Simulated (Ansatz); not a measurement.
# LiBr: the cost of one run

Computed with Ansatz 0.2.0 (DFT, scalar-relativistic, functionals as named in each step, unless a step's input says otherwise).

The COD entry's cell or inner coordinates are ideal or old and differ from later refinements, so a difference from it is no clean test against experiment.

### Step 1. The structure to begin with

The structure is cubic, space group Fm-3m (No. 225). Conventional cell: a = 5.489 Å, b = 5.489 Å, c = 5.489 Å, α = 90.00°, β = 90.00°, γ = 90.00°. Li (site symmetry m-3m) is surrounded by 6 Br at 2.74 Å. Around Br (site symmetry m-3m) lie 6 Li at 2.74 Å.

Coordinates:

```cif
data_structure
_symmetry_space_group_name_H-M 'Fm-3m'
_symmetry_Int_Tables_number 225
_cell_length_a 5.4890
_cell_length_b 5.4890
_cell_length_c 5.4890
_cell_angle_alpha 90.000
_cell_angle_beta 90.000
_cell_angle_gamma 90.000
_cell_volume 165.38
loop_
_atom_site_label
_atom_site_type_symbol
_atom_site_symmetry_multiplicity
_atom_site_Wyckoff_symbol
_atom_site_fract_x
_atom_site_fract_y
_atom_site_fract_z
_atom_site_occupancy
Li1 Li 4 a 0.00000 0.00000 0.00000 1
Br1 Br 4 b 0.50000 0.00000 0.00000 1
```

The file gives the conventional cell by its symmetry; the runs use the cell typed in the input.

Atoms are numbered in the order of the input: Li1, Br2.

### Step 2. LDA, LAPW

input.yaml reads:

```yaml
crystal:
  lattice:
    - [0.0, 2.7445, 2.7445]
    - [2.7445, 0.0, 2.7445]
    - [2.7445, 2.7445, 0.0]
  atoms:
    - { symbol: Li, position: [0.0, 0.0, 0.0] }
    - { symbol: Br, position: [0.5, 0.5, 0.5] }
kpoints:
  mp_grid: { grid: [8, 8, 8] }
  band_path:
    path:
      - [0.0, 0.0, 0.0]
      - [0.5, 0.0, 0.5]
      - [0.625, 0.25, 0.625]
      - [0.375, 0.375, 0.75]
      - [0.0, 0.0, 0.0]
      - [0.5, 0.5, 0.5]
      - [0.5, 0.25, 0.75]
      - [0.5, 0.0, 0.5]
    npoints: 5
scf:
  occupations: { method: fermi_dirac, width: 0.03 }
hamiltonian:
  xc: lda
  pseudopotentials: { kind: all_electron, lapw: { basis_error: 0.001 } }
output:
  forces: true
  stress: true
  eigenvalues: true
```

Run with:

```bash
$ ansatz run input.yaml --threads 1 --pin off --max-ram 2048MiB --backend cpu --events-out ev --progress --plain --runs-dir out
```

Q: Estimate wall time and peak memory on 1 thread of Arm Neoverse V1, shared host.

About 4.7 s, with a peak of 0.22 GiB.
